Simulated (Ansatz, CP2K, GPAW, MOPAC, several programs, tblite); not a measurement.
# What cheap methods get right for SnTe

Aim: run SnTe through methods of unlike cost and see what each gets, and at what price.

Method: no spin polarisation, static lattice; gaps from single points on the cell relaxed beforehand with r²SCAN, in MOPAC, tblite, CP2K, GPAW, Ansatz (versions at each run).

### Step 1. The structure to begin with

The structure is cubic, space group F-43m (No. 216). The conventional cell has a = 7.168 Å, b = 7.168 Å, c = 7.168 Å, α = 90.00°, β = 90.00°, γ = 90.00°. Sn (site symmetry -43m) has 4 Te at 3.10 Å as nearest neighbours. Te (site symmetry -43m) is surrounded by 4 Sn at 3.10 Å.

As a file:

```xyz
2
Lattice="0.0000 3.5840 3.5840 3.5840 0.0000 3.5840 3.5840 3.5840 0.0000" Properties=species:S:1:pos:R:3 pbc="T T T"
Sn    0.0000    0.0000    0.0000
Te    1.7920    1.7920    1.7920
```

The structure type (zincblende) is imposed and need not be the compound's stable one.

**Question.** The methods are PM6, PM7, GFN1-xTB (tblite), GFN2-xTB (tblite), PBE/DZVP, PBE/single-zeta, PBE/SZV, coarse PBE, PBE, r2SCAN. What gap does r2SCAN give on this cell, and which other methods (full PBE left aside) come nearest to r2SCAN and farthest in gap, volume and bulk modulus?

| quantity | value |
| --- | --- |
| r2SCAN | gap 0.08 eV, 46.04 Å³/atom, B₀ 27 GPa |
| gap: nearest and farthest of the other methods | coarse PBE (-0.04 eV), PM7 (+6.76 eV) |
| volume: nearest and farthest of the other methods | PBE/DZVP (+3.6 %), GFN2-xTB (tblite) (-11.6 %) |
| bulk modulus: nearest and farthest of the other methods | PBE/DZVP, PBE/SZV (about 9 % off); GFN2-xTB (tblite) (+119 %) |

What this shows: Among the 8 methods compared for the gap (full PBE left aside), coarse PBE is nearest to r2SCAN and PM7 farthest. Among the 3 methods compared for the volume (full PBE left aside), PBE/DZVP is nearest to r2SCAN and GFN2-xTB (tblite) farthest. For the bulk modulus (full PBE left aside), PBE/DZVP, PBE/SZV tie for nearest to r2SCAN; GFN2-xTB (tblite) is farthest. A minimal basis or a coarse cutoff and mesh shifts results by its own error, so closeness to r2SCAN can be chance. Cluster runs see only the k-points that fold onto the zone centre, so their gaps can miss the band edges. No volume is given for PM6, PM7, GFN1-xTB (tblite), PBE/single-zeta, coarse PBE, which can hide a larger miss. Overlaps count as a gap of zero in the misses; they are PBE/DZVP -0.03 eV. CPU times run from 0.7 s (coarse PBE) to 9.7 s (PBE/DZVP). On this cell PBE/DZVP cost more than r2SCAN itself (7.7 s), so it is no saving here. r2SCAN is a yardstick, not the truth. Spin-orbit coupling is left out throughout, and with elements this heavy it can close so small a gap.
